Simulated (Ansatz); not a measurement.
Co: input and output of an SCF run

Co is taken as a measured crystal structure (space group Fm-3m, primitive cell doubled), 2 atoms in the cell. The computed pressure is over 10 GPa in size, so the cell is far from the computed equilibrium volume. Source: COD entry 9012937, which need not be the ambient phase.

Method: Ansatz, DFT, r2SCAN, PAW, plane waves, scalar-relativistic.

The input:

```yaml
crystal:
  lattice:
    - [-1.79605, -3.5921, -1.79605]
    - [-1.79605, 0.0, -1.79605]
    - [1.79605, 0.0, -1.79605]
  atoms:
    - { symbol: Co, position: [0.0, 0.0, 0.0], spin: 3.0 }
    - { symbol: Co, position: [0.5, 0.0, 0.5], spin: 3.0 }
  symmetry: { detect: false, time_reversal: true }
magnetization:
  spin_polarized: true
hamiltonian:
  xc: r2scan
  pseudopotentials: { kind: paw }
basis:
  ecutwfc: 500
kpoints:
  mp_grid: { grid: [8, 13, 11] }
scf:
  occupations: { method: gaussian, width: 0.1 }
  lower_state_search: "off"
output:
  forces: true
  stress: true
```

Program output, abridged:

```
Pseudopotentials: kind: paw
Pseudopotential: Co, paw, valence charge 17, recommended cutoff 500 eV (meta_gga), Co.paw.azcp
Functional definition: r2SCAN
Crystal: 2 atoms, lattice volume = 23.175 Å³
Basis set: ecut = 500 eV, 585 PW (Γ), exchange–correlation on 144×80×80 points (64 copies of the dense FFT grid, shifted against one another)
Bands: 24, of which v1, the nominal top of the filled ones, is band 17 counted from 1 (16 counted from 0)
Symmetry: 1 space group operations
k-points: 573 of 1144 (time reversal used)
Non-local potential: Co, projectors of the file, l = 0: 3, l = 1: 2, l = 2: 3, l = 3: 1
PAW frozen core: Co, regenerated for the run's functional (the file was generated under x = pbe(κ = 0.804, μ = 0.2195149727645171), c = pbe(β = 0.06672455060314922))
Initial density: superposition of atomic densities (chi_scale 0.1, normalization cell)
Starting moments: Σ|m| = 6 μB on 2 of 2 sites
Initial wavefunctions: pseudopotential atomic-orbital guess
Functional: x = r2scan, c = r2scan; τ floored in thin density (d = 2e-4 eV/Å³)
iter 1 solved again at ethr=8.08e-4 eV; its pass at ethr=3.10e-3 eV (dr2=2.75e-1 eV) is discarded
SCF iter   1: F=-10262.692238 eV  HF=-10262.307446 eV  |F-HF|=3.85e-1  |Δ(HF+E_count)|=         —  Δρ=8.44e-2 (↑8.44e-2 ↓5.18e-2)  dr2=2.74e-1  dr2_τ=3.45e-2  dr2_m=9.32e-1  M=4.200 μB ∫|m|=4.488 μB  β_m=1.00  ethr=8.08e-4  ⟨swp⟩=1.0  Hψ=147759  notcnv=0
Mixer restart at iter 1: flushing history
preconditioner: auto → none  [metal: Δε(μ)=0.003 eV  Ē_g=11.221 eV  σ=0.100 eV  W_gap=0.02  n_scr=6 (ndim 8)  ℏωp=32.7 eV  f_vac=0.000  D(μ)=1.96/eV (n_scr^D=20)  sad-step TF]
spin-set hold released at iteration 1 (the charge has settled, or the pull on large starting moments outlasts its swing): the magnetisation degrees of freedom join the quasi-Newton model from the next iteration; the mixer history was flushed
SCF iter   2: F=-10262.941749 eV  HF=-10262.760886 eV  |F-HF|=1.81e-1  |Δ(HF+E_count)|=   4.53e-1  Δρ=1.09e-2 (↑1.01e-2 ↓1.09e-2)  dr2=2.49e-2  dr2_τ=2.97e-3  dr2_m=1.05e-2  M=3.914 μB ∫|m|=4.486 μB  β_m=1.20  ethr=8.05e-4  ⟨swp⟩=2.2  Hψ=50946  notcnv=0  κ⁻¹=1.0e0(r=1)
SCF iter   3: F=-10262.971653 eV  HF=-10262.873053 eV  |F-HF|=9.86e-2  |Δ(HF+E_count)|=   1.12e-1  Δρ=7.18e-3 (↑5.54e-3 ↓7.18e-3)  dr2=8.84e-3  dr2_τ=3.31e-4  dr2_m=1.39e-3  M=3.826 μB ∫|m|=4.490 μB  β_m=1.20  ethr=7.32e-5  ⟨swp⟩=2.1  Hψ=55283  notcnv=0  defer=568  κ⁻¹=1.1e-2(r=2)
SCF iter   4: F=-10262.991466 eV  HF=-10262.933880 eV  |F-HF|=5.76e-2  |Δ(HF+E_count)|=   6.08e-2  Δρ=6.37e-3 (↑4.38e-3 ↓6.37e-3)  dr2=4.85e-3  dr2_τ=1.74e-4  dr2_m=1.12e-3  M=3.810 μB ∫|m|=4.457 μB  β_m=1.20  ethr=2.60e-5  ⟨swp⟩=2.0  Hψ=51421  notcnv=0  defer=806  κ⁻¹=5.5e-4(r=3)
SCF iter   5: F=-10263.025886 eV  HF=-10263.008936 eV  |F-HF|=1.69e-2  |Δ(HF+E_count)|=   7.51e-2  Δρ=5.20e-3 (↑2.88e-3 ↓5.20e-3)  dr2=2.89e-3  dr2_τ=6.24e-5  dr2_m=4.06e-4  M=3.793 μB ∫|m|=4.372 μB  β_m=1.20  ethr=1.43e-5  ⟨swp⟩=2.0  Hψ=58131  notcnv=0  defer=1210  κ⁻¹=1.1e-4(r=4)
SCF iter   6: F=-10263.029622 eV  HF=-10263.013995 eV  |F-HF|=1.56e-2  |Δ(HF+E_count)|=   5.06e-3  Δρ=4.76e-3 (↑2.79e-3 ↓4.76e-3)  dr2=2.36e-3  dr2_τ=5.62e-5  dr2_m=2.69e-4  M=3.793 μB ∫|m|=4.367 μB  β_m=1.20  ethr=8.49e-6  ⟨swp⟩=1.1  Hψ=33648  notcnv=0  defer=1232  κ⁻¹=9.0e-5(r=5)
SCF iter   7: F=-10263.032691 eV  HF=-10263.023189 eV  |F-HF|=9.50e-3  |Δ(HF+E_count)|=   9.19e-3  Δρ=5.80e-3 (↑2.63e-3 ↓5.80e-3)  dr2=5.63e-3  dr2_τ=6.33e-5  dr2_m=8.50e-4  M=3.792 μB ∫|m|=4.356 μB  β_m=1.20  ethr=6.94e-6  ⟨swp⟩=2.1  Hψ=39327  notcnv=0  defer=1232  κ⁻¹=5.6e-5(r=6)
SCF iter   8: F=-10263.053865 eV  HF=-10263.049543 eV  |F-HF|=4.32e-3  |Δ(HF+E_count)|=   2.64e-2  Δρ=1.89e-3 (↑1.78e-3 ↓1.89e-3)  dr2=4.47e-4  dr2_τ=2.28e-5  dr2_m=6.92e-5  M=3.779 μB ∫|m|=4.304 μB  β_m=1.20  ethr=6.94e-6  ⟨swp⟩=2.1  Hψ=53975  notcnv=0  defer=1266  κ⁻¹=2.2e-5(r=7)
SCF iter   9: F=-10263.057279 eV  HF=-10263.056603 eV  |F-HF|=6.76e-4  |Δ(HF+E_count)|=   7.06e-3  Δρ=1.03e-3 (↑8.82e-4 ↓1.03e-3)  dr2=3.30e-4  dr2_τ=3.25e-6  dr2_m=3.93e-6  M=3.777 μB ∫|m|=4.290 μB  β_m=1.20  ethr=1.31e-6  ⟨swp⟩=2.1  Hψ=55649  notcnv=0  defer=1432  κ⁻¹=1.3e-5(r=8)
SCF iter  10: F=-10263.057278 eV  HF=-10263.056911 eV  |F-HF|=3.67e-4  |Δ(HF+E_count)|=   3.08e-4  Δρ=1.11e-3 (↑2.69e-4 ↓1.11e-3)  dr2=1.15e-4  dr2_τ=2.32e-6  dr2_m=4.88e-5  M=3.778 μB ∫|m|=4.293 μB  β_m=1.20  ethr=9.71e-7  ⟨swp⟩=2.4  Hψ=47159  notcnv=0  defer=1448  κ⁻¹=4.2e-4(r=8)
SCF iter  11: F=-10263.057773 eV  HF=-10263.057718 eV  |F-HF|=5.54e-5  |Δ(HF+E_count)|=   8.07e-4  Δρ=5.14e-4 (↑4.09e-4 ↓5.14e-4)  dr2=9.67e-5  dr2_τ=4.05e-7  dr2_m=6.70e-6  M=3.773 μB ∫|m|=4.280 μB  β_m=1.20  ethr=3.37e-7  ⟨swp⟩=2.2  Hψ=50123  notcnv=0  defer=1448  κ⁻¹=6.6e-4(r=8)
SCF iter  12: F=-10263.057784 eV  HF=-10263.057776 eV  |F-HF|=8.43e-6  |Δ(HF+E_count)|=   5.79e-5  Δρ=1.45e-4 (↑7.13e-5 ↓1.45e-4)  dr2=8.63e-7  dr2_τ=6.60e-8  dr2_m=1.47e-6  M=3.775 μB ∫|m|=4.285 μB  β_m=1.20  ethr=2.84e-7  ⟨swp⟩=2.1  Hψ=40963  notcnv=0  defer=1466  κ⁻¹=3.5e-5(r=8)
SCF iter  13: F=-10263.057792 eV  HF=-10263.057790 eV  |F-HF|=2.22e-6  |Δ(HF+E_count)|=   1.40e-5  Δρ=3.29e-5 (↑2.79e-5 ↓3.29e-5)  dr2=1.42e-7  dr2_τ=9.24e-9  dr2_m=6.35e-8  M=3.774 μB ∫|m|=4.283 μB  β_m=1.20  ethr=2.54e-9  ⟨swp⟩=2.4  Hψ=46264  notcnv=0  defer=1466  κ⁻¹=5.9e-6(r=8)
SCF iter  14: F=-10263.057792 eV  HF=-10263.057792 eV  |F-HF|=6.50e-7  |Δ(HF+E_count)|=   1.89e-6  Δρ=2.72e-5 (↑1.84e-5 ↓2.72e-5)  dr2=4.55e-8  dr2_τ=2.35e-9  dr2_m=6.26e-8  M=3.775 μB ∫|m|=4.284 μB  β_m=1.20  ethr=2.94e-10  ⟨swp⟩=4.3  Hψ=89822  notcnv=0  κ⁻¹=3.0e-6(r=8)
SCF iter  15: F=-10263.057792 eV  HF=-10263.057792 eV  |F-HF|=1.34e-7  |Δ(HF+E_count)|=   7.19e-7  Δρ=8.57e-6 (↑8.41e-6 ↓8.57e-6)  dr2=7.31e-9  dr2_τ=2.74e-10  dr2_m=4.78e-9  M=3.775 μB ∫|m|=4.284 μB  β_m=1.20  ethr=1.34e-10  ⟨swp⟩=4.0  Hψ=86854  notcnv=0  κ⁻¹=4.1e-7(r=8)
SCF iter  16: F=-10263.057792 eV  HF=-10263.057792 eV  |F-HF|=3.70e-8  |Δ(HF+E_count)|=   1.28e-7  Δρ=5.28e-6 (↑3.50e-6 ↓5.28e-6)  dr2=2.91e-9  dr2_τ=6.83e-11  dr2_m=7.11e-10  M=3.775 μB ∫|m|=4.284 μB  ethr=2.15e-11  ⟨swp⟩=3.6  Hψ=73279  notcnv=0
SCF 1 converged in 16 iterations: F = -10263.057792 eV  dr2 = 2.91e-9
  greatest PAW one-centre occupation: 1.004 electrons in one spin orbital (limit 2), on the Co atom at site 0 (counted from 0), in its partial waves of l = 1
this state was not tested for a lower state beside it, because the mixer in use, unlike msr1, does not test its closes by its own steps (another_mixer; see scf.mixing.algorithm and scf.lower_state_search)
SCF converged after 16 iterations
Magnetization: 3.7746 μB (18.8873 up, 15.1127 down)
Absolute magnetization: 4.2858 μB (∫|ρ↑−ρ↓|, with the PAW one-centre terms)
Spin contamination: 0.1223 ħ² per cell (⟨S²⟩ above its minimum at these occupations)
Per-site moments (μB) at R_I (Å): [(2.0004, 1.0477), (2.0003, 1.0477)]
Free energy (F): -10263.057792 eV
Harris-Foulkes:  -10263.057792 eV  (|F-HF|=3.70e-8)
Internal energy: -10263.051591 eV  (E = F + TS)
E sigma→0 (E₀):  -10263.054692 eV
Entropy (-TS):   -0.006201 eV (-3.101 meV/atom)
Fermi energy:    17.580209 eV
--- Per-component energies (eV) ---
  E_band       = -583.567152
  E_kinetic    = 903.400916
  E_local      = -5854.604357  (includes V_loc(G=0)·N_el)
  E_nonlocal   = 913.627559
  E_hartree    = 2448.193388
  E_xc         = -313.714708
  E_vxc        = -457.521491  (∫ρ·V_xc dr)
  E_paw        = -3047.737909  (= ΣΔE_a)
  E_vpaw       = -1014.137085  (= ΣTr[D̂ρ^β])
  E_aug_tail   = 0.000072  (compensation charges beyond the density's cutoff)
  E_vtau       = 29.278618  (kinetic-family band-sum trace: ∫τ·v_τ [+ j·A + Jᵃ·Aᵃ] dr)
  E_ewald      = -5311.626140
  E_core_change = -0.590412  (= ΣΔE_core)
  E_smearing   = -0.006201  (= −TS)
  E_closure    = 0.000000  (closes the sum)
  Σ components = -10263.057792   (vs F -10263.057792, Δ=0.00e0)
--- Forces (eV/Å), atoms counted from 1 ---
  atom   1  Co     0.00000000     0.00000000    -0.00000000
  atom   2  Co     0.00000000     0.00000000    -0.00000000
  max |Σ_I F_I| component: 5.91e-9 eV/Å
--- Stress (GPa, compression-positive) ---
      -11.933384      -0.114719       0.129656
       -0.114536     -11.994193      -0.114536
        0.129656      -0.114719     -11.933384
  P = ⅓ Tr σ = -11.9537 GPa (-119.537 kbar)
```

Among 10 converged runs of this cell from various starts and settings, this end is the lowest found.

r2SCAN tends to overstate moments and magnetic energies in itinerant metals. The mesh has less symmetry than the lattice, which lowers the symmetry of the run.

The run took 3.1 min on 2 threads of Intel(R) Xeon(R) Platinum 8488C, on a shared host, peak memory 1 GiB.
